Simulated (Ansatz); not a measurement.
**Molybdenum, beta-Sn type under revPBE: structure, energy and stiffness**

The plan for molybdenum in the beta-Sn type structure: relax it, solve it on a dense k-mesh, then scale the cell to 7 volumes from 88 to 112 % of the relaxed one and try a fit of the equation of state. Spin polarisation is left out. The k-meshes are 13×13×9 for the relaxation; 22×22×12 for the dense run; 15×15×8 for the volumes.

Computed with Ansatz 0.2.0 (DFT revPBE, plane waves (420 eV) with PAW, scalar-relativistic; the PAW data stem from PBE, with regenerated cores, unless a step says otherwise).

### 1 The starting structure

The structure is tetragonal, space group I4_1/amd (No. 141). Conventional cell: a = 4.931 Å, b = 4.931 Å, c = 2.692 Å, α = 90.00°, β = 90.00°, γ = 90.00°. Mo (site symmetry -4m2) has 6 Mo at 2.56 to 2.69 Å as nearest neighbours.

Structure file:

```cif
data_structure
_symmetry_space_group_name_H-M 'I4_1/amd:1'
_symmetry_Int_Tables_number 141
_cell_length_a 4.9311
_cell_length_b 4.9311
_cell_length_c 2.6924
_cell_angle_alpha 90.000
_cell_angle_beta 90.000
_cell_angle_gamma 90.000
_cell_volume 65.47
loop_
_atom_site_label
_atom_site_type_symbol
_atom_site_symmetry_multiplicity
_atom_site_Wyckoff_symbol
_atom_site_fract_x
_atom_site_fract_y
_atom_site_fract_z
_atom_site_occupancy
Mo1 Mo 4 a 0.00000 0.00000 0.00000 1
```

### 2 Geometry optimisation

File input.yaml:

```yaml
crystal:
  lattice:
    - [-2.4655682571, 2.4655682571, 1.3462002684]
    - [2.4655682571, -2.4655682571, 1.3462002684]
    - [2.4655682571, 2.4655682571, -1.3462002684]
  atoms:
    - { symbol: Mo, position: [0.0, 0.0, 0.0] }
    - { symbol: Mo, position: [0.75, 0.25, 0.5] }
hamiltonian:
  xc: revpbe
  pseudopotentials:
    kind: paw
    azcp:
      Mo: "pseudopotentials/Mo.paw.azcp"
basis:
  ecutwfc: 420
  fft_grid_basis: typed
kpoints:
  mp_grid: { grid: [13, 13, 9], shift: [0, 0, 0] }
magnetization:
  spin_polarized: false
scf:
  occupations: { method: fermi_dirac, width: 0.1 }
relax:
  max_steps: 60
  f_tol: 0.01
  cell: {}
output:
  write_density: true
  write_potential: true
  elf: true
  volumetric_format: npy
```

The log of the run:

```text
Warning: crystal.symmetry: narrowed to the stabiliser of the k-point mesh — unitary ops 16 → 4; excluded 12 operations that carry a point of the 13×13×9 mesh (shift [0, 0, 0]) off the mesh (the run samples exactly the mesh kpoints.mp_grid names, as under crystal.symmetry.detect: false, and its converged state has the mesh's symmetry, not the crystal's; ε∞, the Born charges and the force constants of a linear response (`dielectric:` by the response, `phonons.method: dfpt`) are averaged over those of the crystal's operations that the state keeps within a tolerance, where `mesh_tensors`, `unaveraged_element` or `gamma_mean_max_change_ev_ang2` stands beside them; a row that `dielectric.field_direction` solves alone is averaged likewise, with nothing beside; a Γ-centred mesh of equal divisions is mapped onto itself by every operation and keeps the whole group, as does a half-shifted one under kpoints.further_shifts: images)
Warning: RAYON_NUM_THREADS=2 ignored (pool sized by the plan → 2); use --threads N
Engine: ansatz 0.2.0, aarch64-unknown-linux-gnu
Pseudopotentials: kind: paw
Pseudopotential: Mo, paw, valence charge 14, recommended cutoff 420 eV (normal), <dir>
Functional definition: revPBE
  parameter kappa = 1.245
  parameter beta = 0.06672455060314922
  exchange = pbe_x(kappa = kappa, mu = beta*pi^2/3)
  correlation = pbe_c(beta = beta)
Crystal: 2 atoms, lattice volume = 32.734 Å³
Basis set: ecut = 420 eV, 633 PW (Γ), exchange–correlation on 50×50×50 points (8 copies of the dense FFT grid, shifted against one another)
Bands: 18, of which v1, the nominal top of the filled ones, is band 14 counted from 1 (13 counted from 0)
Symmetry: 4 space group operations
k-points: 413 of 1521
Non-local potential: Mo, projectors of the file, l = 0: 3, l = 1: 2, l = 2: 2, l = 3: 1
PAW form: soft (Blöchl's): semilocal exchange-correlation on the pseudo side does not see the compensation charge
PAW frozen core: Mo, regenerated for the run's functional, and the local potential with it (the file was generated under x = pbe(κ = 0.804, μ = 0.2195149727645171), c = pbe(β = 0.06672455060314922))
PAW one-centre angular grid: Mo, 590 points (default); XC on 64 Gauss nodes
Initial density: superposition of atomic densities (neutral atoms: chi_scale 0, normalization atom), corrected by the library's trained network
Initial wavefunctions: pseudopotential atomic-orbital guess
Functional: x = revpbe(κ = 1.245, μ = 0.2195149727645171), c = pbe(β = 0.06672455060314922)
SCF iter   1: F=—  HF=-9920.331225 eV  |F-HF|=—  |Δ(HF+E_count)|=         —  Δρ=5.14e-3  dr2=4.37e-3  ethr=1.77e-3  ⟨swp⟩=5.1  Hψ=34094  notcnv=0
preconditioner: auto → none  [metal: Δε(μ)=0.003 eV  Ē_g=4.493 eV  σ=0.100 eV  W_gap=0.01  n_scr=8 (ndim 8)  ℏωp=22.5 eV  f_vac=0.000  D(μ)=1.87/eV (n_scr^D=16)  sad-step TF]
SCF iter   2: F=—  HF=-9920.330180 eV  |F-HF|=—  |Δ(HF+E_count)|=   1.04e-3  Δρ=2.79e-3  dr2=1.33e-3  ethr=1.56e-5  ⟨swp⟩=1.2  Hψ=10986  notcnv=0
SCF iter   3: F=—  HF=-9920.329956 eV  |F-HF|=—  |Δ(HF+E_count)|=   2.25e-4  Δρ=2.51e-4  dr2=1.23e-5  ethr=4.77e-6  ⟨swp⟩=2.8  Hψ=13322  notcnv=0
SCF iter   4: F=—  HF=-9920.329955 eV  |F-HF|=—  |Δ(HF+E_count)|=   1.18e-6  Δρ=8.57e-5  dr2=2.30e-6  ethr=4.41e-8  ⟨swp⟩=2.0  Hψ=13368  notcnv=0
iter 5 did not close the SCF: its close was put off for the readings that it lacked (scf_convergence_deferred on its scf_iter line)
SCF iter   5: F=-9920.329954 eV  HF=-9920.329954 eV  |F-HF|=3.00e-9  |Δ(HF+E_count)|=   6.70e-7  Δρ=1.20e-5  dr2=2.11e-8  ethr=8.21e-9  ⟨swp⟩=2.8  Hψ=14230  notcnv=0
SCF iter   6: F=-9920.329954 eV  HF=-9920.329954 eV  |F-HF|=1.08e-9  |Δ(HF+E_count)|=   3.66e-9  Δρ=2.08e-6  dr2=1.47e-9  ethr=7.55e-11  ⟨swp⟩=5.0  Hψ=41304  notcnv=0
SCF 1 converged in 6 iterations: F = -9920.329954 eV  dr2 = 1.47e-9
relax step   1: F+E_penalty+E_count = -9920.32995386 eV  Δ(F+E_penalty+E_count) = +0.000e0 eV  max|allowed force component| = 4.234e-3 eV/Å  Δτ_max = 0.0000 Å  P = +9.413 GPa  Ω = 32.734 Å³  (6 SCF iters, dr2 threshold 1.00e-7 eV, accepted)
Crystal: 2 atoms, lattice volume = 35.712 Å³
Basis set: ecut = 420 eV, 717 PW (Γ), exchange–correlation on 50×50×50 points (8 copies of the dense FFT grid, shifted against one another)
Initial density: handed on by an earlier stage of this run
Initial wavefunctions: those handed on with the density
iter 1 solved again at ethr=1.98e-5 eV; its pass at ethr=3.10e-3 eV (dr2=5.54e-3 eV) is discarded
SCF iter   1: F=—  HF=-9920.348799 eV  |F-HF|=—  |Δ(HF+E_count)|=         —  Δρ=4.96e-3  dr2=6.12e-3  ethr=1.98e-5  ⟨swp⟩=2.2  Hψ=48852  notcnv=0
preconditioner: auto → Kerker (q_TF=auto, 2.620 Å⁻¹)  [metal: Δε(μ)=0.001 eV  Ē_g=4.058 eV  σ=0.100 eV  W_gap=0.00  n_scr=16 (ndim 8)  ℏωp=21.5 eV  f_vac=0.000  D(μ)=2.16/eV (n_scr^D=16)]
SCF iter   2: F=—  HF=-9920.349053 eV  |F-HF|=—  |Δ(HF+E_count)|=   2.54e-4  Δρ=2.93e-3  dr2=2.25e-3  ethr=1.98e-5  ⟨swp⟩=1.0  Hψ=7434  notcnv=0
SCF iter   3: F=—  HF=-9920.349037 eV  |F-HF|=—  |Δ(HF+E_count)|=   1.62e-5  Δρ=3.88e-4  dr2=5.06e-5  ethr=8.05e-6  ⟨swp⟩=2.7  Hψ=12058  notcnv=0
SCF iter   4: F=—  HF=-9920.349034 eV  |F-HF|=—  |Δ(HF+E_count)|=   3.06e-6  Δρ=8.01e-5  dr2=1.31e-6  ethr=1.81e-7  ⟨swp⟩=2.1  Hψ=9906  notcnv=0
iter 5 did not close the SCF: its close was put off for the readings that it lacked (scf_convergence_deferred on its scf_iter line)
SCF iter   5: F=-9920.349034 eV  HF=-9920.349034 eV  |F-HF|=9.93e-9  |Δ(HF+E_count)|=   4.99e-8  Δρ=1.64e-5  dr2=6.69e-8  ethr=4.68e-9  ⟨swp⟩=2.7  Hψ=11922  notcnv=0
SCF iter   6: F=-9920.349034 eV  HF=-9920.349034 eV  |F-HF|=6.91e-11  |Δ(HF+E_count)|=   1.12e-8  Δρ=2.33e-6  dr2=1.21e-9  ethr=2.39e-10  ⟨swp⟩=5.1  Hψ=38786  notcnv=0
SCF 2 converged in 6 iterations: F = -9920.349034 eV  dr2 = 1.21e-9
relax step   2: F+E_penalty+E_count = -9920.34903389 eV  Δ(F+E_penalty+E_count) = -1.908e-2 eV  max|allowed force component| = 1.488e-3 eV/Å  Δτ_max = 0.0005 Å  P = -8.037 GPa  Ω = 35.712 Å³  energy of the carried Pulay correction = -1.012e-3 eV  (6 SCF iters, dr2 threshold 2.00e-7 eV, accepted)
Crystal: 2 atoms, lattice volume = 34.370 Å³
Basis set: ecut = 420 eV, 673 PW (Γ), exchange–correlation on 50×50×50 points (8 copies of the dense FFT grid, shifted against one another)
iter 1 solved again at ethr=1.02e-6 eV; its pass at ethr=3.10e-3 eV (dr2=2.85e-4 eV) is discarded
SCF iter   1: F=—  HF=-9920.389368 eV  |F-HF|=—  |Δ(HF+E_count)|=         —  Δρ=1.56e-3  dr2=2.77e-4  ethr=1.02e-6  ⟨swp⟩=2.1  Hψ=48465  notcnv=0
preconditioner: auto → none  [metal: Δε(μ)=0.010 eV  Ē_g=4.248 eV  σ=0.100 eV  W_gap=0.03  n_scr=8 (ndim 8)  ℏωp=21.9 eV  f_vac=0.000  D(μ)=2.02/eV (n_scr^D=16)]
SCF iter   2: F=—  HF=-9920.389582 eV  |F-HF|=—  |Δ(HF+E_count)|=   2.14e-4  Δρ=8.05e-4  dr2=6.85e-5  ethr=9.89e-7  ⟨swp⟩=1.0  Hψ=7434  notcnv=0
SCF iter   3: F=—  HF=-9920.389664 eV  |F-HF|=—  |Δ(HF+E_count)|=   8.17e-5  Δρ=5.75e-5  dr2=9.46e-7  ethr=2.45e-7  ⟨swp⟩=2.0  Hψ=12431  notcnv=0
iter 4 did not close the SCF: its close was put off for the readings that it lacked (scf_convergence_deferred on its scf_iter line)
SCF iter   4: F=-9920.389663 eV  HF=-9920.389663 eV  |F-HF|=4.07e-9  |Δ(HF+E_count)|=   2.95e-7  Δρ=1.29e-5  dr2=2.14e-8  ethr=3.38e-9  ⟨swp⟩=2.0  Hψ=12877  notcnv=0
iter 5 did not close the SCF: its close was put off for the readings that it lacked (scf_convergence_deferred on its scf_iter line)
SCF iter   5: F=-9920.389663 eV  HF=-9920.389663 eV  |F-HF|=1.70e-9  |Δ(HF+E_count)|=   7.76e-9  Δρ=2.79e-6  dr2=2.84e-9  ethr=7.63e-11  ⟨swp⟩=2.0  Hψ=9935  notcnv=0
SCF iter   6: F=-9920.389663 eV  HF=-9920.389663 eV  |F-HF|=4.09e-10  |Δ(HF+E_count)|=  3.07e-10  Δρ=1.01e-6  dr2=5.64e-10  ethr=1.02e-11  ⟨swp⟩=4.2  Hψ=38188  notcnv=0
SCF 3 converged in 6 iterations: F = -9920.389663 eV  dr2 = 5.64e-10
relax step   3: F+E_penalty+E_count = -9920.38966331 eV  Δ(F+E_penalty+E_count) = -4.063e-2 eV  max|allowed force component| = 1.864e-3 eV/Å  Δτ_max = 0.0001 Å  P = -1.234 GPa  Ω = 34.370 Å³  energy of the carried Pulay correction = -5.738e-4 eV  (6 SCF iters, dr2 threshold 2.00e-7 eV, accepted)
[... from here on, the SCF cycles and remarks between the steps are left out ...]
relax step   4: F+E_penalty+E_count = -9920.39546724 eV  Δ(F+E_penalty+E_count) = -5.804e-3 eV  max|allowed force component| = 2.921e-3 eV/Å  Δτ_max = 0.0002 Å  P = +0.253 GPa  Ω = 34.106 Å³  energy of the carried Pulay correction = -4.891e-4 eV  (6 SCF iters, dr2 threshold 2.00e-7 eV, accepted)
relax step   5: F+E_penalty+E_count = -9920.52430851 eV  Δ(F+E_penalty+E_count) = -1.288e-1 eV  max|allowed force component| = 3.585e-3 eV/Å  Δτ_max = 0.0002 Å  P = +0.967 GPa  Ω = 33.845 Å³  energy of the carried Pulay correction = -4.031e-4 eV  (6 SCF iters, dr2 threshold 2.00e-7 eV, accepted)
relax step   6: F+E_penalty+E_count = -9920.82001387 eV  Δ(F+E_penalty+E_count) = -2.957e-1 eV  max|allowed force component| = 3.939e-3 eV/Å  Δτ_max = 0.0000 Å  P = +1.240 GPa  Ω = 33.451 Å³  energy of the carried Pulay correction = -2.708e-4 eV  (6 SCF iters, dr2 threshold 2.00e-7 eV, accepted)
relax step   7: F+E_penalty+E_count = -9921.20014096 eV  Δ(F+E_penalty+E_count) = -3.801e-1 eV  max|allowed force component| = 1.704e-3 eV/Å  Δτ_max = 0.0002 Å  P = +0.252 GPa  Ω = 33.058 Å³  energy of the carried Pulay correction = -1.385e-4 eV  (6 SCF iters, dr2 threshold 2.00e-7 eV, accepted)
relax step   8: F+E_penalty+E_count = -9921.45310676 eV  Δ(F+E_penalty+E_count) = -2.530e-1 eV  max|allowed force component| = 1.668e-3 eV/Å  Δτ_max = 0.0002 Å  P = +2.561 GPa  Ω = 32.275 Å³  energy of the carried Pulay correction = +1.366e-4 eV  (6 SCF iters, dr2 threshold 2.00e-7 eV, accepted)
relax step   9: F+E_penalty+E_count = -9921.52037899 eV  Δ(F+E_penalty+E_count) = -6.727e-2 eV  max|allowed force component| = 1.995e-1 eV/Å  Δτ_max = 0.0476 Å  P = -0.395 GPa  Ω = 32.302 Å³  energy of the carried Pulay correction = +1.192e-4 eV  (6 SCF iters, dr2 threshold 2.00e-7 eV, accepted)
relax step  10: F+E_penalty+E_count = -9921.53027497 eV  Δ(F+E_penalty+E_count) = -9.896e-3 eV  max|allowed force component| = 4.637e-2 eV/Å  Δτ_max = 0.0432 Å  P = +0.330 GPa  Ω = 32.215 Å³  energy of the carried Pulay correction = +1.523e-4 eV  (6 SCF iters, dr2 threshold 2.00e-7 eV, accepted)
relax step  11: F+E_penalty+E_count = -9921.53116669 eV  Δ(F+E_penalty+E_count) = -8.917e-4 eV  max|allowed force component| = 4.717e-4 eV/Å  Δτ_max = 0.0047 Å  P = -0.098 GPa  Ω = 32.271 Å³  energy of the carried Pulay correction = +1.321e-4 eV  (6 SCF iters, dr2 threshold 2.00e-7 eV, accepted)
relax step  12: F+E_penalty+E_count = -9921.53117662 eV  Δ(F+E_penalty+E_count) = -9.937e-6 eV  max|allowed force component| = 1.967e-5 eV/Å  Δτ_max = 0.0001 Å  P = +0.003 GPa  Ω = 32.258 Å³  energy of the carried Pulay correction = +1.368e-4 eV  (7 SCF iters, accepted)
relax step  13: F+E_penalty+E_count = -9921.57612155 eV  Δ(F+E_penalty+E_count) = -4.494e-2 eV  max|allowed force component| = 3.167e-5 eV/Å  Δτ_max = 0.0000 Å  P = +1.949 GPa  Ω = 32.258 Å³  stress off target by 5.46e0 GPa  SCF on the basis re-selected at this cell (its energy is not comparable with the rows above)  (6 SCF iters)
relax step  14: F+E_penalty+E_count = -9921.58450772 eV  Δ(F+E_penalty+E_count) = -8.386e-3 eV  max|allowed force component| = 6.965e-4 eV/Å  Δτ_max = 0.0000 Å  P = +0.322 GPa  Ω = 32.442 Å³  energy of the carried Pulay correction = -6.057e-5 eV  (6 SCF iters, dr2 threshold 2.00e-7 eV, accepted)
relax step  15: F+E_penalty+E_count = -9921.58518186 eV  Δ(F+E_penalty+E_count) = -6.741e-4 eV  max|allowed force component| = 8.731e-5 eV/Å  Δτ_max = 0.0001 Å  P = -0.007 GPa  Ω = 32.477 Å³  energy of the carried Pulay correction = -7.079e-5 eV  (6 SCF iters, dr2 threshold 2.00e-7 eV, accepted)
relax step  16: F+E_penalty+E_count = -9921.58518693 eV  Δ(F+E_penalty+E_count) = -5.078e-6 eV  max|allowed force component| = 1.007e-5 eV/Å  Δτ_max = 0.0000 Å  P = +0.002 GPa  Ω = 32.475 Å³  energy of the carried Pulay correction = -7.001e-5 eV  (7 SCF iters, accepted)
iter 1 solved again at ethr=4.44e-8 eV; its pass at ethr=3.10e-3 eV (dr2=1.24e-5 eV) is discarded
SCF iter   1: F=—  HF=-9921.585246 eV  |F-HF|=—  |Δ(HF+E_count)|=         —  Δρ=1.07e-4  dr2=1.59e-7  ethr=4.44e-8  ⟨swp⟩=3.0  Hψ=53436  notcnv=0
SCF iter   2: F=—  HF=-9921.585250 eV  |F-HF|=—  |Δ(HF+E_count)|=   4.30e-6  Δρ=5.27e-5  dr2=3.33e-8  ethr=5.69e-10  ⟨swp⟩=2.1  Hψ=12850  notcnv=0
SCF iter   3: F=—  HF=-9921.585252 eV  |F-HF|=—  |Δ(HF+E_count)|=   1.65e-6  Δρ=4.24e-6  dr2=3.50e-10  ethr=1.19e-10  ⟨swp⟩=2.6  Hψ=12265  notcnv=0
iter 4 did not close the SCF: its close was put off for the readings that it lacked (scf_convergence_deferred on its scf_iter line)
SCF iter   4: F=-9921.585252 eV  HF=-9921.585252 eV  |F-HF|=3.64e-11  |Δ(HF+E_count)|=   1.04e-8  Δρ=3.94e-7  dr2=1.32e-11  ethr=1.25e-12  ⟨swp⟩=2.1  Hψ=12366  notcnv=0
iter 5 did not close the SCF: its close was put off for the readings that it lacked (scf_convergence_deferred on its scf_iter line)
SCF iter   5: F=-9921.585252 eV  HF=-9921.585252 eV  |F-HF|=1.82e-12  |Δ(HF+E_count)|=  4.18e-11  Δρ=7.74e-8  dr2=1.29e-12  ethr=1.00e-12  ⟨swp⟩=1.0  Hψ=7434  notcnv=0
iter 6 did not close the SCF: its close was put off for the readings that it lacked (scf_convergence_deferred on its scf_iter line)
SCF iter   6: F=-9921.585252 eV  HF=-9921.585252 eV  |F-HF|=1.82e-12  |Δ(HF+E_count)|=  1.82e-12  Δρ=1.73e-8  dr2=1.63e-14  ethr=1.00e-12  ⟨swp⟩=1.0  Hψ=7434  notcnv=0
iter 7 did not close the SCF: its close was put off for the readings that it lacked (scf_convergence_deferred on its scf_iter line)
SCF iter   7: F=-9921.585252 eV  HF=-9921.585252 eV  |F-HF|=1.82e-12  |Δ(HF+E_count)|=  1.82e-12  Δρ=3.88e-9  dr2=1.80e-15  ethr=1.00e-12  ⟨swp⟩=1.0  Hψ=7434  notcnv=0
SCF iter   8: F=-9921.585252 eV  HF=-9921.585252 eV  |F-HF|=7.28e-12  |Δ(HF+E_count)|=  3.64e-12  Δρ=6.29e-10  dr2=3.87e-17  ethr=1.00e-12  ⟨swp⟩=2.0  Hψ=20511  notcnv=0
SCF 17 converged in 8 iterations: F = -9921.585252 eV  dr2 = 3.87e-17
relax step  17: F+E_penalty+E_count = -9921.58525191 eV  Δ(F+E_penalty+E_count) = -6.498e-5 eV  max|allowed force component| = 1.003e-5 eV/Å  Δτ_max = 0.0000 Å  P = +0.000 GPa  Ω = 32.475 Å³  stress off target by 3.80e-3 GPa  SCF on the basis re-selected at this cell (its energy is not comparable with the rows above)  (8 SCF iters)
basis re-selected at this cell: Δ(F+E_penalty+E_count) = -6.498e-5 eV, ΔP = -0.002 GPa vs the last step (what re-selecting the basis moved, of the pressure what is left beyond the Pulay correction that the steps carried, after the strain that the cell walked since its last selection, with what the two solves' SCF thresholds leave and, on support functions, any second-order correction that the steps lacked; it is no measure of the basis error at this ecutwfc). This SCF's stress stands 3.80e-3 GPa from its target on what of the cell is left free (relax.cell.stress_tol is 5.00e-2 GPa) and its largest allowed force component is 1.00e-5 eV/Å (relax.f_tol is 1.00e-2 eV/Å): within both
SCF converged after 8 iterations
Free energy (F): -9921.585252 eV
Harris-Foulkes:  -9921.585252 eV  (|F-HF|=7.28e-12)
Internal energy: -9921.533785 eV  (E = F + TS)
E sigma→0 (E₀):  -9921.559518 eV
Entropy (-TS):   -0.051467 eV (-25.733 meV/atom)
Fermi energy:    20.037941 eV
--- Per-component energies (eV) ---
  E_band       = -131.725523
  E_kinetic    = 880.749964
  E_local      = -1638.177201  (includes V_loc(G=0)·N_el)
  E_nonlocal   = 284.656793
  E_hartree    = 542.546541
  E_xc         = -366.673351
  E_vxc        = -457.186462  (∫ρ·V_xc dr)
  E_paw        = -6412.258423  (= ΣΔE_a)
  E_vpaw       = -286.861794  (= ΣTr[D̂ρ^β])
  E_aug_tail   = 0.000095  (compensation charges beyond the density's cutoff)
  E_ewald      = -3212.247027
  E_core_change = -0.131176  (= ΣΔE_core)
  E_smearing   = -0.051467  (= −TS)
  E_closure    = 0.000000  (closes the sum)
  Σ components = -9921.585252   (vs F -9921.585252, Δ=0.00e0)
--- Forces (eV/Å), atoms counted from 1 ---
  atom   1  Mo    -0.00001003     0.00001003    -0.00000000
  atom   2  Mo     0.00001003    -0.00001003     0.00000000
  max |Σ_I F_I| component: 0.00e0 eV/Å
--- Stress (GPa, compression-positive) ---
       -0.001617       0.000409      -0.000100
        0.000409      -0.001617      -0.000100
       -0.000100      -0.000100       0.003791
  P = ⅓ Tr σ = 0.0002 GPa (0.002 kbar)
--- Band table (eV; the first three rows and the last of 413) ---
  k-point 0: bands = ["-40.9957", "-40.7276", "-15.6444", "-14.8092", "-14.4394", "-14.2808", "-14.2736", "-14.2097", "13.1883", "15.2406", "17.6930", "17.9037", "18.9241", "20.5071", "20.9242", "20.9593", "21.9454", "22.1986"]
  k-point 1: bands = ["-40.9878", "-40.7358", "-15.6037", "-14.8005", "-14.4576", "-14.2737", "-14.2716", "-14.2559", "13.3214", "15.2777", "17.6937", "17.8798", "18.9971", "20.2825", "20.9787", "21.0770", "21.5659", "22.0925"]
  k-point 2: bands = ["-40.9650", "-40.7596", "-15.4857", "-14.7749", "-14.5026", "-14.3878", "-14.2662", "-14.2606", "13.7010", "15.3636", "17.7161", "17.8329", "19.2153", "19.8049", "20.6343", "21.1395", "21.2622", "21.7623"]
  k-point 412: bands = ["-40.8008", "-40.7951", "-15.5546", "-15.5405", "-14.5134", "-14.4862", "-14.3563", "-14.3526", "15.2596", "15.3143", "16.7969", "16.8026", "20.9621", "21.0593", "21.8573", "21.8883", "23.3229", "23.3848"]
--- Relaxed structure (15 steps of the walk, 15 accepted, 2 SCFs on fresh bases) ---
  F+E_penalty+E_count = -9921.58525191 eV   max|allowed force component| = 1.003e-5 eV/Å   (the final SCF, on the basis selected at the relaxed cell)
  cell:  # Å, volume = 32.4753 Å³
    - [-1.9247522523438438, 1.9245994209923944, 1.3311215114727302]
    - [1.9245994209923944, -1.9247522523438438, 1.3311215114727302]
    - [3.1690439934681582, 3.1690439934681582, -1.3314014223728157]
  atoms:
    - { symbol: Mo, position: [-4.0437398969714605e-5, 4.0437398969714605e-5, 0.0] }
    - { symbol: Mo, position: [0.7500404373989696, 0.24995956260103036, 0.5] }
```

It took 84 s on 2 threads of an Arm CPU, shared host; peak memory 0.46 GiB.

The steps of the relaxation:

```tsv
step	energy change (meV/atom)	largest force (eV/Å)	pressure (GPa)	volume (Å³/atom)
1	0.00	0.0042	9.41	16.367
2	-9.54	0.0015	-8.04	17.856
3	-29.85	0.0019	-1.23	17.185
4	-32.76	0.0029	0.25	17.053
5	-97.18	0.0036	0.97	16.922
6	-245.03	0.0039	1.24	16.726
7	-435.09	0.0017	0.25	16.529
8	-561.58	0.0017	2.56	16.137
9	-595.21	0.1995	-0.40	16.151
10	-600.16	0.0464	0.33	16.108
11	-600.61	0.0005	-0.10	16.136
12	-600.61	0.0000	0.00	16.129
13	-623.08	0.0000	1.95	16.129
14	-627.28	0.0007	0.32	16.221
15	-627.61	0.0001	-0.01	16.238
16	-627.62	0.0000	0.00	16.238
17	-627.65	0.0000	0.00	16.238
```

Steps that repeat a cell are solved on a basis chosen anew, so their changes of energy are no gain of the relaxation.

The cell of the run, before and after:

|  | before | after | change |
| --- | --- | --- | --- |
| a (Å) | 3.738 | 3.030 | -18.9 % |
| b (Å) | 3.738 | 3.030 | -18.9 % |
| c (Å) | 3.738 | 4.675 | +25.1 % |
| α (°) | 97.45 | 97.19 | -0.3 % |
| β (°) | 97.45 | 97.19 | -0.3 % |
| γ (°) | 137.78 | 127.88 | -7.2 % |
| volume (Å³/atom) | 16.367 | 16.238 | -0.8 % |
| shortest distance (Å) | 2.556 | 2.662 | +4.2 % |
| space group (spins left aside) | I4_1/amd | Fddd | changed |

[end of part 1 of 2]
